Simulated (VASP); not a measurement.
# FeO (R-3m) in VASP: settings compared

The runs below take FeO through single point, equation of state, with r2SCAN+U, r2SCAN.

All numbers are computed with VASP 6.6.1; they aren't measurements. Logs are shortened: lines on timing, memory, paths and dates and some standing lists are left out, and cuts for length are marked.

## (1) The crystal as given

It takes space group R-3m (No. 166, trigonal). Conventional cell: a = 3.035 Å, b = 3.035 Å, c = 7.547 Å, α = 90.00°, β = 90.00°, γ = 120.00°. Around Fe (site symmetry -3m) lie 6 O at 2.16 Å. Around O (site symmetry -3m) lie 6 Fe at 2.16 Å.

## (2) Single point, r2SCAN+U, collinear spin, ferromagnetic start

INCAR

```
SYSTEM = FeO
ALGO = Normal ; EDIFF = 1E-6
ENCUT = 520 ; ISIF = 2
ISMEAR = 0 ; ISPIN = 2
LASPH = .TRUE. ; LCHARG = .FALSE.
LDAU = .TRUE. ; LDAUJ = 0 0
LDAUL = 2 -1 ; LDAUPRINT = 1
LDAUTYPE = 2 ; LDAUU = 2 0
LMAXMIX = 4 ; LMIXTAU = .TRUE.
LORBIT = 11 ; LREAL = .FALSE.
LWAVE = .FALSE. ; MAGMOM = 3 0
METAGGA = R2SCAN ; NELM = 150
NUPDOWN = 4 ; PREC = Accurate
SIGMA = 0.05
```

KPOINTS

```
k-points
0
G
  8 8 8
  0 0 0
```

POSCAR

```
FeO
1.0
    1.5176821100      0.8762341800      2.5157945800
   -1.5176821100      0.8762341800      2.5157945800
    0.0000000000     -1.7524683500      2.5157945800
Fe O
1 1
Direct
    0.0000000000      0.0000000000      0.0000000000
    0.5000000000      0.5000000000      0.5000000000
```

Potentials or basis: VASP PAW PBE potentials, release 64 (Fe, O).

Started as:

```console
cat potpaw_PBE.64/Fe/POTCAR potpaw_PBE.64/O/POTCAR > POTCAR
mpirun -np 1 vasp_std > vasp.out
```

OUTCAR:

```text
SYSTEM = FeO
   EDIFF = 1E-6
   ENCUT = 520
   ISIF = 2
   ISMEAR = 0
   ISPIN = 2
   LASPH = .TRUE.
   LORBIT = 11
   LREAL = .FALSE.
   METAGGA = R2SCAN
   NELM = 150
   NUPDOWN = 4
   PREC = Accurate

 ion  position               nearest neighbor table
   1  0.000  0.000  0.000-   2 2.16   2 2.16   2 2.16   2 2.16   2 2.16   2 2.16
   2  0.500  0.500  0.500-   1 2.16   1 2.16   1 2.16   1 2.16   1 2.16   1 2.16

  LATTYP: Found a trigonal (rhomboedric) cell.
 ALAT       =     3.0660019070
 COS(alpha) =     0.5099427872

  Lattice vectors:

 A1 = (   1.5176821100,   0.8762341800,   2.5157945800)
 A2 = (  -1.5176821100,   0.8762341800,   2.5157945800)
 A3 = (   0.0000000000,  -1.7524683500,   2.5157945800)

Analysis of symmetry for initial positions (statically):
=====================================================================
 Subroutine PRICEL returns:
 Original cell was already a primitive cell.

 Routine SETGRP: Setting up the symmetry group for a
 trigonal (rhombohedral) supercell.

 Subroutine GETGRP returns: Found 12 space group operations
 (whereof 12 operations were pure point group operations)
 out of a pool of 12 trial point group operations.

The static configuration has the point symmetry D_3d.

Analysis of symmetry for dynamics (positions and initial velocities):
=====================================================================
 Subroutine PRICEL returns:
 Original cell was already a primitive cell.

 Routine SETGRP: Setting up the symmetry group for a
 trigonal (rhombohedral) supercell.

 Subroutine GETGRP returns: Found 12 space group operations
 (whereof 12 operations were pure point group operations)
 out of a pool of 12 trial point group operations.

The dynamic configuration has the point symmetry D_3d.

Analysis of structural, dynamic, and magnetic symmetry:
=====================================================================
 Subroutine PRICEL returns:
 Original cell was already a primitive cell.

 Routine SETGRP: Setting up the symmetry group for a
 trigonal (rhombohedral) supercell.

 Subroutine GETGRP returns: Found 12 space group operations
 (whereof 12 operations were pure point group operations)
 out of a pool of 12 trial point group operations.

The overall configuration has the point symmetry D_3d.

 Subroutine INISYM returns: Found 12 space group operations
 (whereof 12 operations are pure point group operations),
 and found     1 'primitive' translations

----------------------------------------------------------------------------------------

                                     Primitive cell

  volume of cell :      20.0737

  direct lattice vectors                    reciprocal lattice vectors
     1.517682110  0.876234180  2.515794580     0.329449755  0.190207905  0.132496244
    -1.517682110  0.876234180  2.515794580    -0.329449755  0.190207905  0.132496244
     0.000000000 -1.752468350  2.515794580     0.000000000 -0.380415809  0.132496245

  length of vectors
     3.066001907  3.066001907  3.066001906     0.402829298  0.402829298  0.402829297

  position of ions in fractional coordinates (direct lattice)
     0.000000000  0.000000000  0.000000000
     0.500000000  0.500000000  0.500000000

  ion indices of the primitive-cell ions
   primitive index   ion index
                 1           1
                 2           2

----------------------------------------------------------------------------------------

 KPOINTS: k-points

Automatic generation of k-mesh.
 Grid dimensions read from file:
 generate k-points for:    8    8    8

 Generating k-lattice:

  Cartesian coordinates                     Fractional coordinates (reciprocal lattice)
     0.041181219  0.023775988  0.016562031     0.125000000  0.000000000 -0.000000000
    -0.041181219  0.023775988  0.016562031     0.000000000  0.125000000 -0.000000000
     0.000000000 -0.047551976  0.016562031     0.000000000  0.000000000  0.125000000

  Length of vectors
     0.050353662  0.050353662  0.050353662

  Shift w.r.t. Gamma in fractional coordinates (k-lattice)
     0.000000000  0.000000000  0.000000000

 Subroutine IBZKPT returns following result:
 ===========================================

 Found     65 irreducible k-points:

 Following reciprocal coordinates:
            Coordinates               Weight
  0.000000  0.000000  0.000000      1.000000
  0.125000  0.000000 -0.000000      6.000000
  0.250000  0.000000 -0.000000      6.000000
  0.375000 -0.000000 -0.000000      6.000000
  0.500000  0.000000 -0.000000      3.000000
  0.125000  0.125000 -0.000000      6.000000
[... 16 lines left out ...]
  0.250000  0.125000  0.125000      6.000000
  0.375000  0.125000  0.125000      6.000000
 [... further k-points ...]
   k-points           NKPTS =     65   k-points in BZ     NKDIM =     65   number of bands    NBANDS=     13
   number of dos      NEDOS =    301   number of ions     NIONS =      2
   total plane-waves  NPLWV =  13824
   dimension x,y,z NGX =    24 NGY =   24 NGZ =   24
   dimension x,y,z NGXF=    48 NGYF=   48 NGZF=   48
   ions per type =               1   1
   NGX,Y,Z   is equivalent  to a cutoff of  13.01, 13.01, 13.01 a.u.
   NGXF,Y,Z  is equivalent  to a cutoff of  26.03, 26.03, 26.03 a.u.
 SYSTEM =  FeO
   PREC   = accura    normal or accurate (medium, high low for compatibility)
   ISTART =      0    job   : 0-new  1-cont  2-samecut
   ICHARG =      2    charge: 1-file 2-atom 10-const
   ISPIN  =      2    spin polarized calculation?
   LNONCOLLINEAR =      F non collinear calculations
   LSORBIT =      F    spin-orbit coupling
   LASPH  =      T    aspherical Exc in radial PAW
   ENCUT  =  520.0 eV  38.22 Ry    6.18 a.u.   5.70  5.70  5.70*2*pi/ulx,y,z
   NELM   =    150;   NELMIN=  2; NELMDL= -5     # of ELM steps
   EDIFF  = 0.1E-05   stopping-criterion for ELM
   LREAL  =      F    real-space projection
   EDIFFG = 0.1E-04   stopping-criterion for IOM
   NSW    =      0    number of steps for IOM
   IBRION =     -1    ionic relax: 0-MD 1-quasi-New 2-CG
   NFREE  =      0    steps in history (QN), initial steepest desc. (CG)
   ISIF   =      2    stress and relaxation
   ISYM   =      2    0-nonsym 1-usesym 2-fastsym
   POTIM  = 0.5000    time-step for ionic-motion
   TEBEG  =    0.0;   TEEND  =   0.0 temperature during run
   PSTRESS=    0.0 pullay stress
   NELECT =      14.0000    total number of electrons
   NUPDOWN=       4.0000    fix difference up-down
   EMIN   =  10.00;   EMAX   =-10.00  energy-range for DOS
   EFERMI =   0.00;   METHOD = LEGACY
   ISMEAR =     0;   SIGMA  =   0.05  broadening in eV -4-tet -1-fermi 0-gaus
   EFERMI_NEDOS =   21; number of points for ismear=-14 and -15
   IALGO  =     38    algorithm
   IMIX   =      4    mixing-type and parameters
     AMIX     =   0.40;   BMIX     =  1.00
     AMIX_MAG =   1.60;   BMIX_MAG =  1.00
  volume/ion in A,a.u.               =      10.04        67.73
  Fermi-wavevector in a.u.,A,eV,Ry     =   1.451805  2.743514 28.677524  2.107739
  Thomas-Fermi vector in A             =   2.569260
   LORBIT       =     11    0 simple, 1 ext, 2 COOP (PROOUT), +10 PAW based schemes
 LDA+U is selected, type is set to LDAUTYPE =  2
   angular momentum for each species LDAUL =     2   -1
   U (eV)           for each species LDAUU =   2.0  0.0
   J (eV)           for each species LDAUJ =   0.0  0.0
   METAGGA = R2SCAN    functional components
   LHFCALC =     F    Hartree Fock is set to
   AEXX    =    0.0000 exact exchange contribution
   IVDW    =     0    specifies the selected vdW correction
   LEPSILON=     F    determine dielectric tensor
   LRPA    =     F    only Hartree local field effects (RPA)
 spin polarized calculation
 Gauss-broadening in eV      SIGMA  =   0.05
  energy-cutoff  :      520.00
  volume of cell :       20.07
 maximum number of plane-waves:       552
   NGX = 11   NGY = 11   NGZ = 11

atom =   1  type =  1  l = 2

 onsite density matrix

spin component  1

  0.9769  0.0000 -0.0000 -0.0203  0.0000
  0.0000  0.9921  0.0000 -0.0000 -0.0203
 -0.0000  0.0000  0.9631  0.0000  0.0000
 -0.0203 -0.0000  0.0000  0.9921  0.0000
  0.0000 -0.0203  0.0000  0.0000  0.9769

spin component  2

  0.2516 -0.0000 -0.0000  0.0944  0.0000
 -0.0000  0.1771  0.0000  0.0000  0.0944
 -0.0000  0.0000  0.3170  0.0000  0.0000
  0.0944  0.0000  0.0000  0.1771 -0.0000
  0.0000  0.0944  0.0000 -0.0000  0.2516

 occupancies and eigenvectors

  o =  0.1129  v =  0.0000  0.0000  0.0000  0.0000  0.0000  0.5626  0.0000  0.0000 -0.8267 -0.0000      0.0000  0.0000  0.0000  0.0000  0.0000  0.0000  0.0000  0.0000  0.0000  0.0000
  o =  0.1129  v =  0.0000  0.0000  0.0000  0.0000  0.0000  0.0000 -0.8267  0.0000 -0.0000  0.5626      0.0000  0.0000  0.0000  0.0000  0.0000  0.0000  0.0000  0.0000  0.0000  0.0000
  o =  0.3158  v =  0.0000  0.0000  0.0000  0.0000  0.0000  0.0000 -0.5626  0.0000  0.0000 -0.8267      0.0000  0.0000  0.0000  0.0000  0.0000  0.0000  0.0000  0.0000  0.0000  0.0000
  o =  0.3158  v =  0.0000  0.0000  0.0000  0.0000  0.0000 -0.8267  0.0000  0.0000 -0.5626 -0.0000      0.0000  0.0000  0.0000  0.0000  0.0000  0.0000  0.0000  0.0000  0.0000  0.0000
  o =  0.3170  v =  0.0000  0.0000  0.0000  0.0000  0.0000  0.0000 -0.0000 -1.0000 -0.0000 -0.0000      0.0000  0.0000  0.0000  0.0000  0.0000  0.0000  0.0000  0.0000  0.0000  0.0000
  o =  0.9629  v = -0.0000  0.5699 -0.0000 -0.0000  0.8217  0.0000  0.0000  0.0000  0.0000  0.0000      0.0000  0.0000  0.0000  0.0000  0.0000  0.0000  0.0000  0.0000  0.0000  0.0000
  o =  0.9629  v = -0.8217 -0.0000  0.0000 -0.5699 -0.0000  0.0000  0.0000  0.0000  0.0000  0.0000      0.0000  0.0000  0.0000  0.0000  0.0000  0.0000  0.0000  0.0000  0.0000  0.0000
  o =  0.9631  v = -0.0000 -0.0000 -1.0000 -0.0000 -0.0000  0.0000  0.0000  0.0000  0.0000  0.0000      0.0000  0.0000  0.0000  0.0000  0.0000  0.0000  0.0000  0.0000  0.0000  0.0000
  o =  1.0061  v = -0.5699 -0.0000  0.0000  0.8217  0.0000  0.0000  0.0000  0.0000  0.0000  0.0000      0.0000  0.0000  0.0000  0.0000  0.0000  0.0000  0.0000  0.0000  0.0000  0.0000
  o =  1.0061  v =  0.0000 -0.8217  0.0000 -0.0000  0.5699  0.0000  0.0000  0.0000  0.0000  0.0000      0.0000  0.0000  0.0000  0.0000  0.0000  0.0000  0.0000  0.0000  0.0000  0.0000

 number of electron      13.9999999 magnetization       3.9999853

 Free energy of the ion-electron system (eV)
  ---------------------------------------------------
  ext. energy  EPLUGINS =         0.00000000
  ---------------------------------------------------
  free energy    TOTEN  =       -21.82736909 eV

  energy without entropy =      -21.82571559  energy(sigma->0) =      -21.82654234

 E-fermi :   6.8200     XC(G=0): -12.7580

 val. band max:        6.7887385279   @ k =  -0.3750   0.3750   0.2500
 cond. band min:       6.5281848845   @ k =   0.0000   0.0000   0.0000
 fundamental gap:     -0.2605536434
 Fermi energy:         5.0892382411

 spin component 1

 k-point     1 :       0.0000    0.0000    0.0000
  band No.  band energies     occupation
      1     -15.6565      1.00000
      2       0.6142      1.00000
      3       0.6142      1.00000
      4       0.6307      1.00000
      5       0.6801      1.00000
      6       0.6801      1.00000
      7       2.0979      1.00000
      8       2.1949      1.00000
      9       2.1949      1.00000
     10       6.5282      0.00000
     11      22.2191      0.00000
     12      22.7221      0.00000
     13      23.1190      0.00000
[... 741 lines left out ...]
 k-point    24 :       0.3750    0.1250    0.1250
  band No.  band energies     occupation
      1     -14.4339      1.00000
      2      -0.6513      1.00000
      3       1.2675      1.00000
      4       1.4769      1.00000
      5       6.6793      0.99997
      6       6.7007      0.99963
      7       7.1486      0.00000
      8       8.6247      0.00000
      9       9.8908      0.00000
     10      11.4864      0.00000
     11      17.8583      0.00000
     12      20.1095      0.00000
     13      22.6555      0.00000

 [... further k-points ...]
[... 5 lines left out ...]
  --------------------------------------------------------------------------------------
  -------------------------------------------------------------------------------------
  Total       -0.7338740     -0.7338740     -0.8995868      0.0000000     -0.0000000      0.0000000
  in kB      -58.5739658    -58.5739660    -71.8002970      0.0000000     -0.0000001      0.0000000
  external PRESSURE =     -62.9827429 kB  Pullay stress =       0.0000000 kB

 VOLUME and BASIS-vectors are now :
 -----------------------------------------------------------------------------
  energy-cutoff  :      520.00
  volume of cell :       20.07
      direct lattice vectors                 reciprocal lattice vectors
     1.517682110  0.876234180  2.515794580     0.329449755  0.190207905  0.132496244
    -1.517682110  0.876234180  2.515794580    -0.329449755  0.190207905  0.132496244
     0.000000000 -1.752468350  2.515794580     0.000000000 -0.380415809  0.132496245

 POSITION                                       TOTAL-FORCE (eV/Angst)
 -----------------------------------------------------------------------------------
      0.00000      0.00000      0.00000         0.000000     -0.000000     -0.000000
      0.00000      0.00000      3.77369        -0.000000      0.000000      0.000000
 -----------------------------------------------------------------------------------
    total drift:                               -0.000000      0.000000     -0.000000

  FREE ENERGIE OF THE ION-ELECTRON SYSTEM (eV)
  ---------------------------------------------------
  free  energy   TOTEN  =       -21.8273690898 eV

  energy  without entropy=      -21.8257155855  energy(sigma->0) =      -21.82654234

 total charge

# of ion       s       p       d       tot
------------------------------------------
    1        0.281   0.362   6.054   6.697
    2        1.556   3.489   0.000   5.044
--------------------------------------------------
tot          1.836   3.851   6.054  11.742

 magnetization (x)

# of ion       s       p       d       tot
------------------------------------------
    1        0.028   0.018   3.725   3.771
    2        0.026   0.205   0.000   0.231
--------------------------------------------------
tot          0.054   0.222   3.725   4.002
```

Run time: 53 s. Hardware: 1 thread of Intel Xeon 6975P-C (Granite Rapids), shared host; peak memory 0.18 GiB.

Results:

```yaml
Free_energy: -21.8274 eV
Pressure: -6.3 GPa
Net_moment: 4.00 μB per cell
Site_moments: Fe +3.77; O +0.23 μB
Valence_electrons_inside_the_program's_atomic_spheres: Fe 6.70; O 5.04
```

Stress tensor (GPa, compression positive):
```
-5.86  0.00  0.00
 0.00 -5.86  0.00
 0.00  0.00 -7.18
```

Eigenvalues of the final occupation matrices:
```
    site  spin  trace               eigenvalues
site 1 d     1   4.90  0.96 0.96 0.96 1.01 1.01
site 1 d     2   1.17  0.11 0.11 0.32 0.32 0.32
```

Caveat: the PAW data sets were made with another functional, which shifts forces and pressure a little; the total moment is fixed, so each spin has its own Fermi level; a cell with one magnetic atom can't hold antiferromagnetic order, which such compounds often take. The state reached can hang on the start; a lower one may exist.

## (3) Equation of state, r2SCAN, collinear spin, ferromagnetic start, 9.43 Å³/atom (volume scaled by 0.94)

INCAR

```
SYSTEM = FeO
PREC     = Accurate       ! precision mode
ENCUT    = 520            ! plane-wave cutoff, eV
EDIFF    = 1E-7           ! SCF threshold, eV
ISMEAR   = -1             ! smearing method
SIGMA    = 0.05           ! smearing width, eV
LREAL    = .FALSE.        ! projectors in reciprocal space
LASPH    = .TRUE.         ! aspherical terms in the spheres
NELM     = 150            ! most SCF steps
ALGO     = Normal         ! electronic algorithm
ISIF     = 2              ! what is computed and relaxed
LWAVE    = .FALSE.        ! write WAVECAR
LCHARG   = .FALSE.        ! write CHGCAR
ISPIN    = 2              ! spin polarisation
MAGMOM   = 3 0            ! initial moments
LORBIT   = 11             ! projections on sites
LMAXMIX  = 4              ! l up to which the mixer works
METAGGA  = R2SCAN         ! meta-GGA
LMIXTAU  = .TRUE.
```

KPOINTS

```
Automatic mesh
0
G
  11 11 11
  0 0 0
```

POSCAR

```
FeO
1.0
    1.4867003124      0.8583468307      2.4644374229
   -1.4867003124      0.8583468307      2.4644374229
    0.0000000000     -1.7166936516      2.4644374229
Fe O
1 1
Direct
    0.0000000000      0.0000000000      0.0000000000
    0.5000000000      0.5000000000      0.5000000000
```

Potentials or basis: VASP PAW PBE potentials, release 64 (Fe, O).

Started as:

```console
cat potpaw_PBE.64/Fe/POTCAR potpaw_PBE.64/O/POTCAR > POTCAR
mpirun -np 1 vasp_std > vasp.out
```

Wall time 5.6 min (1 thread of AMD EPYC 9R45 (Zen 5), shared host); peak memory 0.17 GiB.

It converged, with:

```yaml
Free_energy: -22.8145 eV
Pressure: 6.5 GPa
Band_gap_on_the_k_mesh: none (metal or under the smearing width)
Net_moment: 4.00 μB per cell
Site_moments: Fe +3.67; O +0.29 μB
Valence_electrons_inside_the_program's_atomic_spheres: Fe 6.81; O 5.07
```

Caveat: the PAW data sets were made with another functional, which shifts forces and pressure a little; a cell with one magnetic atom can't hold antiferromagnetic order, which such compounds often take; semilocal functionals often make such compounds metallic where correlation or magnetic order opens a gap, which also shifts bond lengths.

## (4) Equation of state, r2SCAN, collinear spin, ferromagnetic start, 9.64 Å³/atom (volume scaled by 0.96)

INCAR

```
  ALGO = Normal
  EDIFF = 1E-6
  ENCUT = 520
  ISIF = 2
  ISMEAR = -1
  ISPIN = 2
  LASPH = T
  LCHARG = F
  LMAXMIX = 4
  LMIXTAU = T
  LORBIT = 11
  LREAL = F
  LWAVE = F
  MAGMOM = 3 0
  METAGGA = R2SCAN
  NELM = 120
  PREC = Accurate
  SIGMA = 0.05
```

KPOINTS

```
k-points
0
Gamma
  11 11 11
```

POSCAR

```
FeO
1.0
    1.4971703779      0.8643917259      2.4817931879
   -1.4971703779      0.8643917259      2.4817931879
    0.0000000000     -1.7287834419      2.4817931879
Fe O
1 1
Direct
    0.0000000000      0.0000000000      0.0000000000
    0.5000000000      0.5000000000      0.5000000000
```

Started as:

```console
cat potpaw_PBE.64/Fe/POTCAR potpaw_PBE.64/O/POTCAR > POTCAR
mpirun -np 1 vasp_std > vasp.out
```

Run time: 3.7 min. Hardware: 1 thread of AMD EPYC 9R45 (Zen 5), shared host; peak memory 0.17 GiB.

Results (log left out):

| Quantity | Value |
| --- | --- |
| Free energy | -22.8252 eV |
| Pressure | 1.7 GPa |
| Band gap on the k mesh | none (metal or under the smearing width) |
| Net moment | 4.00 μB per cell |
| Site moments | Fe +3.68; O +0.29 μB |
| Valence electrons inside the program's atomic spheres | Fe 6.77; O 5.06 |

Caveat: the PAW data sets were made with another functional, which shifts forces and pressure a little; a cell with one magnetic atom can't hold antiferromagnetic order, which such compounds often take; semilocal functionals often make such compounds metallic where correlation or magnetic order opens a gap, which also shifts bond lengths.

[end of part 1 of 2]
